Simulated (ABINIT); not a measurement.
# MgB2 (P6/mmm) in ABINIT: a series of runs, part 2 of 2

ABINIT 10.8.3 (patched build). Earlier steps stand in the parts before.

## Step 4: Equation of state, LDA-PZ

run.abi reads:

```
# Datasets: one volume each
ndtset 7
getwfk -1
scalecart1 3*0.9795861087
scalecart2 3*0.9864848297
scalecart3 3*0.9932883884
scalecart4 3*1.0000000000
scalecart5 3*1.0066227096
scalecart6 3*1.0131594038
scalecart7 3*1.0196128224

# Pseudopotentials
pp_dirpath "./"
pseudos "Mg.LDA_PW-JTH.xml, B.LDA_PW-JTH.xml"

# Structure
acell 3.085 3.085 3.523 Angstrom
rprim
     1.0000000000     0.0000000000     0.0000000000
    -0.5000000000     0.8660254038     0.0000000000
     0.0000000000     0.0000000000     1.0000000000
ntypat 2
znucl 12 5
natom 3
typat 1 2 2
xred
     0.0000000000     0.0000000000     0.0000000000
     0.6666666667     0.3333333333     0.5000000000
     0.3333333333     0.6666666667     0.5000000000

# Plane-wave basis
ecut 15.0
pawecutdg 30.0
pawovlp 30

# k points
kptopt 1
ngkpt 10 10 8
nshiftk 1
shiftk 0.0 0.0 0.0

# Exchange and correlation
ixc 2

# Bands and occupations
nband 12
occopt 3
tsmear 0.05 eV

# SCF cycle
nstep 100
tolvrs 1.0e-9

# Output
iomode 3
prtwf 1
prtden 0
prteig 0
prtebands 0
enunit 1
```

Potentials or basis: JTH PAW LDA v2.0.

Started as:

```bash
$ abinit run.abi > log 2>&1
```

run.abo:

```text
.Version 10.8.3 of ABINIT
 DATASET    1 : space group P6/m m m (#191); Bravais hP (primitive hexag.)
================================================================================
 Values of the parameters that define the memory need for DATASET  1.
     intxc =       0    ionmov =       0      iscf =      17    lmnmax =       8
     lnmax =       4     mgfft =      24  mpssoang =       2    mqgrid =    3001
     natom =       3  nloc_mem =       2    nspden =       1   nspinor =       1
    nsppol =       1      nsym =      24    n1xccc =       1    ntypat =       2
    occopt =       3   xclevel =       1
       mpw =         526          nfft =        9600          nkpt =          70
 PAW method is used; the additional fine FFT grid is defined by:
   mgfftf=        36    nfftf =     32400
================================================================================
================================================================================
[... 71 lines left out ...]
 DATASET    7 : space group P6/m m m (#191); Bravais hP (primitive hexag.)
================================================================================
 Values of the parameters that define the memory need for DATASET  7.
     intxc =       0    ionmov =       0      iscf =      17    lmnmax =       8
     lnmax =       4     mgfft =      24  mpssoang =       2    mqgrid =    3001
     natom =       3  nloc_mem =       2    nspden =       1   nspinor =       1
    nsppol =       1      nsym =      24    n1xccc =       1    ntypat =       2
    occopt =       3   xclevel =       1
       mpw =         590          nfft =       13824          nkpt =          70
 PAW method is used; the additional fine FFT grid is defined by:
   mgfftf=        36    nfftf =     32400
[... 1472 lines left out ...]
           etotal3    -6.9257105855E+01
           etotal4    -6.9256365960E+01
           etotal5    -6.9255258559E+01
           etotal6    -6.9253817072E+01
           etotal7    -6.9252069392E+01
            fcart1    -1.5716695071E-29 -9.0740381298E-30 -0.0000000000E+00
                       3.1433390142E-29  1.8148076260E-29 -0.0000000000E+00
                      -1.5716695071E-29 -9.0740381298E-30 -0.0000000000E+00
            fcart2    -1.5606784517E-29 -9.0105812417E-30 -0.0000000000E+00
                      -1.0924749162E-28 -1.7120104359E-28 -0.0000000000E+00
                       1.2485427613E-28  1.8021162483E-28 -0.0000000000E+00
            fcart3    -1.5499885377E-29 -8.9488629944E-30 -0.0000000000E+00
                       3.0999770753E-29 -3.5795451978E-29 -0.0000000000E+00
                      -1.5499885377E-29  4.4744314972E-29 -0.0000000000E+00
            fcart4    -0.0000000000E+00 -0.0000000000E+00 -0.0000000000E+00
[... 52 lines left out ...]
           xangst3     0.0000000000E+00  0.0000000000E+00  0.0000000000E+00
                       1.5321473391E+00  8.8458567869E-01  1.7496774962E+00
                      -5.2360768635E-18  1.7691713574E+00  1.7496774962E+00
           xangst4     0.0000000000E+00  0.0000000000E+00  0.0000000000E+00
                       1.5425000000E+00  8.9056279024E-01  1.7615000000E+00
                      -7.9179547778E-18  1.7811255805E+00  1.7615000000E+00
           xangst5     0.0000000000E+00  0.0000000000E+00  0.0000000000E+00
                       1.5527155296E+00  8.9646072898E-01  1.7731659030E+00
                       1.2265476307E-16  1.7929214580E+00  1.7731659030E+00
           xangst6     0.0000000000E+00  0.0000000000E+00  0.0000000000E+00
                       1.5627983804E+00  9.0228206561E-01  1.7846802898E+00
                      -5.2343273151E-17  1.8045641312E+00  1.7846802898E+00
           xangst7     0.0000000000E+00  0.0000000000E+00  0.0000000000E+00
                       1.5727527786E+00  9.0802924008E-01  1.7960479867E+00
                      -5.4921980300E-17  1.8160584802E+00  1.7960479867E+00
             xred      0.0000000000E+00  0.0000000000E+00  0.0000000000E+00
                       6.6666666667E-01  3.3333333333E-01  5.0000000000E-01
                       3.3333333333E-01  6.6666666667E-01  5.0000000000E-01
 Calculation completed.
```

Run time: 73 s. Hardware: 1 thread of Arm Neoverse V1, shared host; peak memory 0.11 GiB.

Results:

```yaml
Equilibrium_volume: 9.24 Å³/atom
Bulk_modulus_at_fixed_shape_and_positions: 162 GPa
Pressure_derivative_of_the_bulk_modulus: 3.4
```

Energy against volume, from the lowest point:
```tsv
volume (Å³/atom)	energy (meV/atom)
9.098	0.94
9.292	0.00
9.485	3.01
9.679	9.72
9.873	19.77
10.066	32.84
10.260	48.70
```

Caveat: the cutoff is too short for stress, so the log's stress isn't used; pressures at fixed basis lie under the slope of the energies; the cell was scaled at fixed shape and fractional positions, which overstates the stiffness of a crystal with free parameters, most of all of layers and chains; the atomic spheres overlap.

## Step 5: Summary

| task | level | potentials or basis | cutoff (eV) | fine-grid cutoff | V0 of scaled cells (Å³/atom) | B0 (GPa) |
| --- | --- | --- | --- | --- | --- | --- |
| equation of state | PBE | JTH PAW PBE v2.0 | 517 | 1034.03 eV | 9.63 | 152 |
| band structure | RPBE | JTH PAW PBE v2.0 | 517 | 1034.03 eV | - | - |
| equation of state | LDA-PZ | JTH PAW LDA v2.0 | 408 | 816.342 eV | 9.24 | 162 |

Alike in all rows: no spin polarisation; cell as given; k mesh 10 × 10 × 8; smearing fermi-dirac 0.05 eV.

Caveats: the atomic spheres overlap; pressures at fixed basis lie under the slope of the energies (some runs); the cell was scaled at fixed shape and fractional positions, which overstates the stiffness of a crystal with free parameters, most of all of layers and chains (some runs); the PAW data sets were made with another functional, which shifts forces and pressure a little (some runs).

Total energies depend on the potentials used, so only differences within one code and one set of settings carry meaning.
